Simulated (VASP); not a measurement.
# CdS (Greenockite) (P6_3mc) in VASP: further runs

One crystal, CdS (Greenockite), is run at these levels: r2SCAN, TB-mBJ; tasks: band structure.

All numbers are computed with VASP 6.6.1; they aren't measurements. Logs are shortened: lines on timing, memory, paths and dates and some standing lists are left out, and cuts for length are marked.

## 1. The structure

Symmetry: P6_3mc, No. 186, hexagonal system. The conventional cell has a = 4.150 Å, b = 4.150 Å, c = 6.737 Å, α = 90.00°, β = 90.00°, γ = 120.00°. Cd (site symmetry 3m) has 4 S at 2.53 to 2.54 Å as nearest neighbours. S (site symmetry 3m) has 4 Cd at 2.53 to 2.54 Å as nearest neighbours.

## 2. Band structure, r2SCAN, spin-orbit coupling, no magnetisation

Contents of INCAR:

```
ALGO     = Normal         # electronic algorithm
EDIFF    = 1E-7           # SCF threshold, eV
ENCUT    = 520            # plane-wave cutoff, eV
GGA_COMPAT= False        
ISIF     = 2              # what is computed and relaxed
ISMEAR   = 0              # smearing method
KPAR     = 2            
LASPH    = True           # aspherical terms in the spheres
LCHARG   = False          # write CHGCAR
LMIXTAU  = True         
LORBIT   = 11             # projections on sites
LREAL    = False          # projectors in reciprocal space
LSORBIT  = True           # spin-orbit coupling
LWAVE    = False          # write WAVECAR
MAGMOM   = 0 0 0 0 0 0 0 0 0 0 0 0 # initial moments
METAGGA  = R2SCAN         # meta-GGA
NBANDS   = 50             # bands
NELM     = 60             # most SCF steps
PREC     = Accurate       # precision mode
SIGMA    = 0.02           # smearing width, eV
```

Contents of KPOINTS:

```
k-points
0
Gamma
  6 6 4
```

Contents of POSCAR:

```
CdS
1.0
    4.1500000000      0.0000000000      0.0000000000
   -2.0750000000      3.5940054257      0.0000000000
    0.0000000000      0.0000000000      6.7370000000
Cd S
2 2
Direct
    0.6666666667      0.3333333333      0.5000000000
    0.3333333333      0.6666666667      0.0000000000
    0.6666666667      0.3333333333      0.8750000000
    0.3333333333      0.6666666667      0.3750000000
```

Contents of KPOINTS_OPT:

```
path GMKGALHA,LM,KH
20
line-mode
reciprocal
 0.0000000000  0.0000000000  0.0000000000  G
 0.5000000000  0.0000000000  0.0000000000  M

 0.5000000000  0.0000000000  0.0000000000  M
 0.3333333333  0.3333333333  0.0000000000  K

 0.3333333333  0.3333333333  0.0000000000  K
 0.0000000000  0.0000000000  0.0000000000  G

 0.0000000000  0.0000000000  0.0000000000  G
 0.0000000000  0.0000000000  0.5000000000  A

 0.0000000000  0.0000000000  0.5000000000  A
 0.5000000000  0.0000000000  0.5000000000  L

 0.5000000000  0.0000000000  0.5000000000  L
 0.3333333333  0.3333333333  0.5000000000  H

 0.3333333333  0.3333333333  0.5000000000  H
 0.0000000000  0.0000000000  0.5000000000  A

 0.5000000000  0.0000000000  0.5000000000  L
 0.5000000000  0.0000000000  0.0000000000  M

 0.3333333333  0.3333333333  0.0000000000  K
 0.3333333333  0.3333333333  0.5000000000  H
```

Potentials or basis: VASP PAW PBE potentials, release 64 (Cd, S).

The run is started by

```console
> cat potpaw_PBE.64/Cd/POTCAR potpaw_PBE.64/S/POTCAR > POTCAR
> mpirun -np 2 vasp_ncl > vasp.out
```

OUTCAR:

```text
EDIFF = 1E-7
   ENCUT = 520
   ISIF = 2
   ISMEAR = 0
   LASPH = True
   LORBIT = 11
   LREAL = False
   LSORBIT = True
   METAGGA = R2SCAN
   NELM = 60
   PREC = Accurate

 ion  position               nearest neighbor table
   1  0.667  0.333  0.500-   3 2.53   4 2.54   4 2.54   4 2.54
   2  0.333  0.667  0.000-   4 2.53   3 2.54   3 2.54   3 2.54
   3  0.667  0.333  0.875-   1 2.53   2 2.54   2 2.54   2 2.54
   4  0.333  0.667  0.375-   2 2.53   1 2.54   1 2.54   1 2.54

  LATTYP: Found a hexagonal cell.
 ALAT       =     4.1500000000
 C/A-ratio  =     1.6233734940

  Lattice vectors:

 A1 = (   4.1500000000,   0.0000000000,   0.0000000000)
 A2 = (  -2.0750000000,   3.5940054257,   0.0000000000)
 A3 = (   0.0000000000,   0.0000000000,   6.7370000000)

Analysis of symmetry for initial positions (statically):
=====================================================================
 Subroutine PRICEL returns:
 Original cell was already a primitive cell.

 Routine SETGRP: Setting up the symmetry group for a
 hexagonal supercell.

 Subroutine GETGRP returns: Found 12 space group operations
 (whereof  6 operations were pure point group operations)
 out of a pool of 24 trial point group operations.

The static configuration has the point symmetry C_3v.
 The point group associated with its full space group is C_6v.

Analysis of symmetry for dynamics (positions and initial velocities):
=====================================================================
 Subroutine PRICEL returns:
 Original cell was already a primitive cell.

 Routine SETGRP: Setting up the symmetry group for a
 hexagonal supercell.

 Subroutine GETGRP returns: Found 12 space group operations
 (whereof  6 operations were pure point group operations)
 out of a pool of 24 trial point group operations.

The dynamic configuration has the point symmetry C_3v.
[... 1412 lines left out ...]
  --------------------------------------------------------------------------------------
  -------------------------------------------------------------------------------------
  Total        0.4847081      0.4847081      0.8642803      0.0000000      0.0000000      0.0000000
  in kB        7.7285397      7.7285397     13.7807168      0.0000000      0.0000000      0.0000000
  external PRESSURE =       9.7459321 kB  Pullay stress =       0.0000000 kB

 VOLUME and BASIS-vectors are now :
 -----------------------------------------------------------------------------
  energy-cutoff  :      520.00
  volume of cell :      100.48
      direct lattice vectors                 reciprocal lattice vectors
     4.150000000  0.000000000  0.000000000     0.240963855  0.139120547  0.000000000
    -2.075000000  3.594005426  0.000000000     0.000000000  0.278241094  0.000000000
     0.000000000  0.000000000  6.737000000     0.000000000  0.000000000  0.148434021

 POSITION                                       TOTAL-FORCE (eV/Angst)
 -----------------------------------------------------------------------------------
      2.07500      1.19800      3.36850        -0.000000      0.000000     -0.071655
     -0.00000      2.39600      0.00000         0.000000     -0.000000     -0.071655
      2.07500      1.19800      5.89487        -0.000000      0.000000      0.071655
     -0.00000      2.39600      2.52637        -0.000000      0.000000      0.071655
 -----------------------------------------------------------------------------------
    total drift:                               -0.000000      0.000000     -0.005545

  FREE ENERGIE OF THE ION-ELECTRON SYSTEM (eV)
  ---------------------------------------------------
  free  energy   TOTEN  =       -59.4309776242 eV

  energy  without entropy=      -59.4309776242  energy(sigma->0) =      -59.43097762

 Spin-Orbit-Coupling matrix elements

 Ion:    1  E_soc:     -0.0540983
 l=   1
     0.0000000    -0.0022096    -0.0022002
    -0.0022096     0.0000000    -0.0022096
    -0.0022002    -0.0022096     0.0000000
 l=   2
     0.0000000    -0.0013546     0.0000000    -0.0013546    -0.0054675
    -0.0013546     0.0000000    -0.0041007    -0.0013426    -0.0013546
     0.0000000    -0.0041007     0.0000000    -0.0041007     0.0000000
    -0.0013546    -0.0013426    -0.0041007     0.0000000    -0.0013546
    -0.0054675    -0.0013546     0.0000000    -0.0013546     0.0000000
 l=   3
     0.0000000     0.0000000     0.0000000     0.0000000     0.0000000     0.0000000     0.0000000
     0.0000000     0.0000000     0.0000000     0.0000000     0.0000000     0.0000000     0.0000000
     0.0000000     0.0000000     0.0000000     0.0000000     0.0000000     0.0000000     0.0000000
     0.0000000     0.0000000     0.0000000     0.0000000     0.0000000     0.0000000     0.0000000
[... 49 lines left out ...]
 l=   2
     0.0000000     0.0000000     0.0000000     0.0000000     0.0000000
     0.0000000     0.0000000     0.0000000     0.0000000     0.0000000
     0.0000000     0.0000000     0.0000000     0.0000000     0.0000000
     0.0000000     0.0000000     0.0000000     0.0000000     0.0000000
     0.0000000     0.0000000     0.0000000     0.0000000     0.0000000
 l=   3
     0.0000000     0.0000000     0.0000000     0.0000000     0.0000000     0.0000000     0.0000000
     0.0000000     0.0000000     0.0000000     0.0000000     0.0000000     0.0000000     0.0000000
     0.0000000     0.0000000     0.0000000     0.0000000     0.0000000     0.0000000     0.0000000
     0.0000000     0.0000000     0.0000000     0.0000000     0.0000000     0.0000000     0.0000000
     0.0000000     0.0000000     0.0000000     0.0000000     0.0000000     0.0000000     0.0000000
     0.0000000     0.0000000     0.0000000     0.0000000     0.0000000     0.0000000     0.0000000
     0.0000000     0.0000000     0.0000000     0.0000000     0.0000000     0.0000000     0.0000000

 total charge

# of ion       s       p       d       tot
------------------------------------------
    1        0.402   0.314   9.582  10.298
    2        0.402   0.314   9.582  10.298
    3        1.311   2.430   0.000   3.740
    4        1.311   2.430   0.000   3.740
--------------------------------------------------
tot          3.425   5.487  19.164  28.076

 magnetization (x)

# of ion       s       p       d       tot
------------------------------------------
    1       -0.000   0.000  -0.000  -0.000
    2        0.000  -0.000   0.000  -0.000
    3       -0.000   0.000   0.000   0.000
    4        0.000  -0.000   0.000  -0.000
--------------------------------------------------
tot         -0.000   0.000  -0.000   0.000

 magnetization (y)

# of ion       s       p       d       tot
------------------------------------------
    1        0.000   0.000   0.000   0.000
    2        0.000   0.000   0.000   0.000
    3        0.000   0.000   0.000   0.000
    4        0.000   0.000   0.000   0.000
--------------------------------------------------
tot          0.000   0.000   0.000   0.000

 magnetization (z)

# of ion       s       p       d       tot
------------------------------------------
    1        0.000   0.000   0.000   0.000
    2       -0.000   0.000   0.000   0.000
    3       -0.000   0.000   0.000   0.000
    4       -0.000   0.000   0.000   0.000
--------------------------------------------------
tot         -0.000   0.000   0.000   0.000
```

stdout:

```text
POSCAR found type information on POSCAR CdS
 POSCAR found :  2 types and       4 ions
 scaLAPACK will be used
 -----------------------------------------------------------------------------
|                                                                             |
|                                                                             |
|     You enforced a specific xc type in the INCAR file but a different       |
|     I HOPE YOU KNOW WHAT YOU ARE DOING!                                     |
|                                                                             |
 -----------------------------------------------------------------------------

 LDA part: xc-table for (None), standard interpolation
 POSCAR, INCAR and KPOINTS ok, starting setup
 FFT: planning ... GRIDC
 FFT: planning ... GRID_SOFT
 FFT: planning ... GRID
 WAVECAR not read
 entering main loop
 Start KPOINTS_OPT (optional k-point list driver)
k-point batch [1-28\180]
k-point batch [29-56\180]
k-point batch [57-84\180]
k-point batch [85-112\180]
k-point batch [113-140\180]
k-point batch [141-168\180]
k-point batch [169-180\180]
```

It took 44 min on 2 MPI ranks of AMD EPYC 9R45 (Zen 5), shared host; peak memory 0.72 GiB.

Results:

| Property | Result |
| --- | --- |
| Free energy | -59.4310 eV |
| Pressure | 1.0 GPa |
| Largest force | 0.072 eV/Å |
| Valence electrons inside the program's atomic spheres | Cd 10.30; S 3.74 |

Forces on the atoms (eV/Å):
```
Cd   0.000  0.000 -0.072
Cd   0.000  0.000 -0.072
S    0.000  0.000  0.072
S    0.000  0.000  0.072
```

Caveat: the PAW data sets were made with another functional, which shifts forces and pressure a little.

## 3. Band structure, TB-mBJ, spin-orbit coupling, no magnetisation

POSCAR is that of step 2.

Contents of INCAR.step1:

```
ALGO     = Normal         # electronic algorithm
EDIFF    = 1E-5           # SCF threshold, eV
ENCUT    = 520            # plane-wave cutoff, eV
GGA      = PE             # functional
GGA_COMPAT= False        
ISIF     = 2              # what is computed and relaxed
ISMEAR   = 0              # smearing method
KPAR     = 2            
LASPH    = True           # aspherical terms in the spheres
LCHARG   = False          # write CHGCAR
LORBIT   = 11             # projections on sites
LREAL    = False          # projectors in reciprocal space
LSORBIT  = True           # spin-orbit coupling
LWAVE    = True           # write WAVECAR
MAGMOM   = 0 0 0 0 0 0 0 0 0 0 0 0 # initial moments
NBANDS   = 50             # bands
NELM     = 60             # most SCF steps
PREC     = Accurate       # precision mode
SIGMA    = 0.02           # smearing width, eV
```

Contents of INCAR.step2:

```
ALGO     = Normal         # electronic algorithm
EDIFF    = 1E-7           # SCF threshold, eV
ENCUT    = 520            # plane-wave cutoff, eV
GGA_COMPAT= False        
ISIF     = 2              # what is computed and relaxed
ISMEAR   = 0              # smearing method
ISTART   = 1            
KPAR     = 2            
LASPH    = True           # aspherical terms in the spheres
LCHARG   = False          # write CHGCAR
LORBIT   = 11             # projections on sites
LREAL    = False          # projectors in reciprocal space
LSORBIT  = True           # spin-orbit coupling
LWAVE    = False          # write WAVECAR
MAGMOM   = 0 0 0 0 0 0 0 0 0 0 0 0 # initial moments
METAGGA  = MBJ            # meta-GGA
NBANDS   = 50             # bands
NELM     = 60             # most SCF steps
PREC     = Accurate       # precision mode
SIGMA    = 0.02           # smearing width, eV
```

KPOINTS is that of step 2.

KPOINTS_OPT is that of step 2.

Potentials or basis: VASP PAW PBE potentials, release 64 (Cd, S).

The run is started by

```console
> cat potpaw_PBE.64/Cd/POTCAR potpaw_PBE.64/S/POTCAR > POTCAR
> cp INCAR.step1 INCAR
> mpirun -np 2 vasp_ncl > vasp.out
> cp INCAR.step2 INCAR
> mpirun -np 2 vasp_ncl > vasp.out
```

Wall time 17 min (2 MPI ranks of AMD EPYC 9R45 (Zen 5), shared host); peak memory 0.66 GiB.

Results (log left out):

```yaml
Valence_electrons_inside_the_program's_atomic_spheres: Cd 10.18; S 4.02
```

Caveat: the PAW data sets were made with another functional, which shifts forces and pressure a little.
